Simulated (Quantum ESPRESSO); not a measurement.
# Ga (Cmcm) in Quantum ESPRESSO: reference runs

How does Ga come out in PBE? The cell is run as given.

All numbers are computed with Quantum ESPRESSO 7.5; they aren't measurements. Logs are shortened: lines on timing, memory, paths and dates and some standing lists are left out, and cuts for length are marked.

**1. Starting point**

The structure is orthorhombic, space group Cmcm (No. 63). The conventional cell has a = 2.900 Å, b = 8.130 Å, c = 3.170 Å, α = 90.00°, β = 90.00°, γ = 90.00°. Ga (site symmetry m2m) is surrounded by 8 Ga at 2.68 to 2.90 Å.

This isn't the form of Ga at room conditions, which is orthorhombic.

**2. Single point, PBE**

The input, pw.in:

```
&CONTROL
  calculation = 'scf'
  prefix = 'pwscf'
  outdir = './tmp'
  pseudo_dir = './pseudo'
  tprnfor = .true.
  tstress = .true.
  disk_io = 'low'
/
&SYSTEM
  ibrav = 0
  celldm(1) = 8
  nat = 2
  ntyp = 1
  ecutwfc = 70
  ecutrho = 560
  nbnd = 20
  occupations = 'smearing'
  smearing = 'fd'
  degauss = 0.00367493
/
&ELECTRONS
  conv_thr = 4d-10
  electron_maxstep = 120
  mixing_beta = 0.5
/
ATOMIC_SPECIES
Ga    69.7230 Ga.pbe-dn-kjpaw_psl.1.0.0.UPF
CELL_PARAMETERS alat
  0.3425128600884  -0.9602170870755   0.0000000000000
  0.3425128600884   0.9602170870755   0.0000000000000
  0.0000000000000   0.0000000000000   0.7488039768830
ATOMIC_POSITIONS crystal
Ga     0.1330000000    0.8670000000    0.7500000000
Ga     0.8670000000    0.1330000000    0.2500000000
K_POINTS automatic
10 10 8 0 0 0
```

The input, pp_density.in:

```
&INPUTPP
  prefix = 'pwscf'
  outdir = './tmp'
  filplot = 'density.dat'
  plot_num = 0
/
&PLOT
  nfile = 1
  filepp(1) = 'density.dat'
  iflag = 3
  output_format = 6
  fileout = 'density.cube'
/
```

The input, pp_potential.in:

```
&INPUTPP
  prefix = 'pwscf'
  outdir = './tmp'
  filplot = 'potential.dat'
  plot_num = 11
/
&PLOT
  nfile = 1
  filepp(1) = 'potential.dat'
  iflag = 3
  output_format = 6
  fileout = 'potential.cube'
/
```

Potentials or basis: SSSP 1.3 efficiency PBE.

Launch:

```bash
$ OMP_NUM_THREADS=1 mpirun -n 2 pw.x -nk 2 -in pw.in > pw.out
$ OMP_NUM_THREADS=1 mpirun -n 1 pp.x -in pp_density.in > pp_density.out
$ OMP_NUM_THREADS=1 mpirun -n 1 pp.x -in pp_potential.in > pp_potential.out
```

pw.out:

```text
This program is part of the open-source Quantum ESPRESSO suite
     for quantum simulation of materials; please cite
         "P. Giannozzi et al., J. Phys.:Condens. Matter 21 395502 (2009);
         "P. Giannozzi et al., J. Phys.:Condens. Matter 29 465901 (2017);
         "P. Giannozzi et al., J. Chem. Phys. 152 154105 (2020);
     in publications or presentations arising from this work. More details at

     file Ga.pbe-dn-kjpaw_psl.1.0.0.UPF: wavefunction(s)  4S renormalized
     Message from routine setup:
     using ibrav=0 with symmetry is DISCOURAGED, use correct ibrav instead
[... 6 lines left out ...]
     --------------------
     sticks:   dense  smooth     PW     G-vecs:    dense   smooth      PW
     Sum        1873     931    315                56457    19913    3829

     Using Slab Decomposition

     bravais-lattice index     =            0
     lattice parameter (alat)  =       8.0000  a.u.
     unit-cell volume          =     252.1822 (a.u.)^3
     number of atoms/cell      =            2
     number of atomic types    =            1
     number of electrons       =        26.00
     number of Kohn-Sham states=           20
     kinetic-energy cutoff     =      70.0000  Ry
     charge density cutoff     =     560.0000  Ry
     scf convergence threshold =      4.0E-10
     mixing beta               =       0.5000
     number of iterations used =            8  plain     mixing
     Exchange-correlation= SLA  PW   PBX  PBC
                           (   1   4   3   4   0   0   0)

     celldm(1)=   8.000000  celldm(2)=   0.000000  celldm(3)=   0.000000
     celldm(4)=   0.000000  celldm(5)=   0.000000  celldm(6)=   0.000000

     crystal axes: (cart. coord. in units of alat)
               a(1) = (   0.342513  -0.960217   0.000000 )
               a(2) = (   0.342513   0.960217   0.000000 )
               a(3) = (   0.000000   0.000000   0.748804 )

     reciprocal axes: (cart. coord. in units 2 pi/alat)
               b(1) = (  1.459799 -0.520716  0.000000 )
               b(2) = (  1.459799  0.520716 -0.000000 )
               b(3) = ( -0.000000  0.000000  1.335463 )

     PseudoPot. # 1 for Ga read from file:
     Ga.pbe-dn-kjpaw_psl.1.0.0.UPF
     Pseudo is Projector augmented-wave + core cor, Zval = 13.0
     Generated using "atomic" code by A. Dal Corso  v.5.1
     Shape of augmentation charge: PSQ
     Using radial grid of 1205 points,  6 beta functions with:
                l(1) =   0
                l(2) =   0
                l(3) =   1
                l(4) =   1
                l(5) =   2
                l(6) =   2
     Q(r) pseudized with 0 coefficients

     atomic species   valence    mass     pseudopotential
     Ga               13.00    69.72300     Ga( 1.00)

      8 Sym. Ops., with inversion, found ( 4 have fractional translation)

   Cartesian axes

     site n.     atom                  positions (alat units)
         1        Ga     tau(   1) = (   0.3425129   0.7047993   0.5616030  )
         2        Ga     tau(   2) = (   0.3425129  -0.7047993   0.1872010  )

     number of k points=   155  Fermi-Dirac smearing, width (Ry)=  0.0037

     Number of k-points >= 100: set verbosity='high' to print them.

     Dense  grid:    56457 G-vectors     FFT dimensions: (  64,  64,  48)

     Smooth grid:    19913 G-vectors     FFT dimensions: (  45,  45,  32)

     Initial potential from superposition of free atoms

     starting charge      25.9941, renormalised to      26.0000
     Starting wfcs are   18 randomized atomic wfcs +    2 random wfcs
     Checking if some PAW data can be deallocated...

     Self-consistent Calculation

     iteration #  1     ecut=    70.00 Ry     beta= 0.50
     Davidson diagonalization with overlap
     ethr =  1.00E-02,  avg # of iterations =  6.9

     Threshold (ethr) on eigenvalues was too large:
     Diagonalizing with lowered threshold

     Davidson diagonalization with overlap
     ethr =  4.93E-05,  avg # of iterations = 10.6

     total energy              =    -555.84872396 Ry
     estimated scf accuracy    <       0.01376236 Ry

     iteration #  2     ecut=    70.00 Ry     beta= 0.50
     Davidson diagonalization with overlap
     ethr =  5.29E-05,  avg # of iterations =  1.4

     total energy              =    -555.85011233 Ry
     estimated scf accuracy    <       0.00170407 Ry

     iteration #  3     ecut=    70.00 Ry     beta= 0.50
     Davidson diagonalization with overlap
     c_bands:  1 eigenvalues not converged
     ethr =  6.55E-06,  avg # of iterations =  6.7

     total energy              =    -555.85244221 Ry
     estimated scf accuracy    <       0.00212267 Ry

     iteration #  4     ecut=    70.00 Ry     beta= 0.50
     Davidson diagonalization with overlap
     ethr =  6.55E-06,  avg # of iterations =  4.1

     total energy              =    -555.85064670 Ry
     estimated scf accuracy    <       0.00780827 Ry

     iteration #  5     ecut=    70.00 Ry     beta= 0.50
     Davidson diagonalization with overlap
     ethr =  6.55E-06,  avg # of iterations =  3.2

     total energy              =    -555.85108365 Ry
     estimated scf accuracy    <       0.00022368 Ry

     iteration #  6     ecut=    70.00 Ry     beta= 0.50
     Davidson diagonalization with overlap
     ethr =  8.60E-07,  avg # of iterations =  4.7

     total energy              =    -555.85121236 Ry
     estimated scf accuracy    <       0.00000505 Ry

     iteration #  7     ecut=    70.00 Ry     beta= 0.50
     Davidson diagonalization with overlap
     ethr =  1.94E-08,  avg # of iterations =  7.7

     total energy              =    -555.85122231 Ry
     estimated scf accuracy    <       0.00002814 Ry

     iteration #  8     ecut=    70.00 Ry     beta= 0.50
     Davidson diagonalization with overlap
     ethr =  1.94E-08,  avg # of iterations =  1.1

     total energy              =    -555.85121973 Ry
     estimated scf accuracy    <       0.00001349 Ry

     iteration #  9     ecut=    70.00 Ry     beta= 0.50
     Davidson diagonalization with overlap
     ethr =  1.94E-08,  avg # of iterations =  2.3

     total energy              =    -555.85121996 Ry
     estimated scf accuracy    <       0.00000235 Ry

     iteration # 10     ecut=    70.00 Ry     beta= 0.50
     Davidson diagonalization with overlap
     ethr =  9.04E-09,  avg # of iterations =  4.8

     total energy              =    -555.85122090 Ry
     estimated scf accuracy    <       0.00000004 Ry

     iteration # 11     ecut=    70.00 Ry     beta= 0.50
     Davidson diagonalization with overlap
     ethr =  1.64E-10,  avg # of iterations =  9.0

     total energy              =    -555.85122107 Ry
     estimated scf accuracy    <       0.00000012 Ry

     iteration # 12     ecut=    70.00 Ry     beta= 0.50
     Davidson diagonalization with overlap
     ethr =  1.64E-10,  avg # of iterations =  1.2

     total energy              =    -555.85122105 Ry
     estimated scf accuracy    <       0.00000006 Ry

     iteration # 13     ecut=    70.00 Ry     beta= 0.50
     Davidson diagonalization with overlap
     ethr =  1.64E-10,  avg # of iterations =  4.5

     total energy              =    -555.85122107 Ry
     estimated scf accuracy    <       0.00000001 Ry

     iteration # 14     ecut=    70.00 Ry     beta= 0.50
     Davidson diagonalization with overlap
     ethr =  4.31E-11,  avg # of iterations =  4.9

     total energy              =    -555.85122107 Ry
     estimated scf accuracy    <       0.00000005 Ry

     iteration # 15     ecut=    70.00 Ry     beta= 0.50
     Davidson diagonalization with overlap
     ethr =  4.31E-11,  avg # of iterations =  1.0

     total energy              =    -555.85122107 Ry
     estimated scf accuracy    <       0.00000004 Ry

     iteration # 16     ecut=    70.00 Ry     beta= 0.50
     Davidson diagonalization with overlap
     ethr =  4.31E-11,  avg # of iterations =  1.0

     total energy              =    -555.85122106 Ry
     estimated scf accuracy    <       0.00000002 Ry

     iteration # 17     ecut=    70.00 Ry     beta= 0.50
     Davidson diagonalization with overlap
     ethr =  4.31E-11,  avg # of iterations =  1.0

     total energy              =    -555.85122106 Ry
     estimated scf accuracy    <          9.6E-09 Ry

     iteration # 18     ecut=    70.00 Ry     beta= 0.50
     Davidson diagonalization with overlap
     ethr =  3.68E-11,  avg # of iterations =  3.0

     End of self-consistent calculation

     Number of k-points >= 100: set verbosity='high' to print the bands.

     the Fermi energy is     9.8590 ev

!    total energy              =    -555.85122106 Ry
     total all-electron energy =     -7776.180542 Ry
     estimated scf accuracy    <          5.9E-11 Ry
     smearing contrib. (-TS)   =      -0.00021962 Ry
     internal energy E=F+TS    =    -555.85100144 Ry

     The total energy is F=E-TS. E is the sum of the following terms:
     one-electron contribution =    -185.61177449 Ry
     hartree contribution      =     121.08062958 Ry
     xc contribution           =     -76.27169485 Ry
     ewald contribution        =    -192.78140906 Ry
     one-center paw contrib.   =    -222.26675263 Ry

     convergence has been achieved in  18 iterations

     Forces acting on atoms (cartesian axes, Ry/au):

     atom    1 type  1   force =     0.00000000   -0.00822824    0.00000000
     atom    2 type  1   force =    -0.00000000    0.00822824    0.00000000

     Total force =     0.011636     Total SCF correction =     0.000003

     Computing stress (Cartesian axis) and pressure

          total   stress  (Ry/bohr**3)                   (kbar)     P=       12.68
  -0.00003502   0.00000000   0.00000000           -5.15        0.00        0.00
  -0.00000000   0.00012122   0.00000000           -0.00       17.83        0.00
   0.00000000   0.00000000   0.00017238            0.00        0.00       25.36

=------------------------------------------------------------------------------=
   JOB DONE.
=------------------------------------------------------------------------------=
```

It took 2.1 min on 2 MPI ranks of Intel Xeon Platinum 8488C (Sapphire Rapids), shared host; peak memory 0.44 GiB.

Results:

| Property | Result |
| --- | --- |
| Free energy | -7562.7411 eV |
| Pressure | 1.3 GPa |
| Largest force | 0.212 eV/Å |
| Band gap on the k mesh | none (metal or under the smearing width) |

Forces on the atoms (eV/Å):
```
Ga   0.000 -0.212  0.000
Ga   0.000  0.212  0.000
```
